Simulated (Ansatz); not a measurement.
## Rh: two-dimensional strain map

All numbers below come from DFT PBE, scalar-relativistic, plane waves, PAW (Ansatz 0.2.0). The runs took a 420 eV cutoff, a Γ-centred 22×22×22 mesh and Gaussian smearing (0.15 eV). No spin polarisation. Energies are free energies at this smearing, counted from the undisturbed cell; pressure is positive in compression.

The undisturbed cell (as given, not relaxed at this level; it stands at 5.8 GPa):

```
Rh
1.0
     0.00000    1.90155    1.90155
     1.90155    0.00000    1.90155
     1.90155    1.90155    0.00000
Rh
1
Direct
  0.00000 0.00000 0.00000
```

The cell is strained by p along both x and y and by q along z, fractional coordinates fixed. Points are written (p, q).

Energy above the undisturbed cell in meV/atom (a dash: not computed):

| p \ q | -0.050 | -0.025 | 0.000 | 0.025 | 0.050 |
| --- | --- | --- | --- | --- | --- |
| -0.050 | 411.2 | 294.9 | 215.1 | 166.8 | 145.0 |
| -0.025 | 195.6 | 113.1 | 62.9 | 40.2 | 40.9 |
| 0.000 | ? | 25.2 | 0.0 | -1.0 | 18.4 |
| 0.025 | ? | 11.0 | 7.1 | ? | 59.1 |
| 0.050 | ? | 53.9 | 68.2 | 100.5 | 148.3 |

(1) Fill in the withheld energies.

Results:

(1) (0.000, -0.050): 78.6; (0.025, -0.050): 39.3; (0.025, 0.025): 24.2; (0.050, -0.050): 60.6.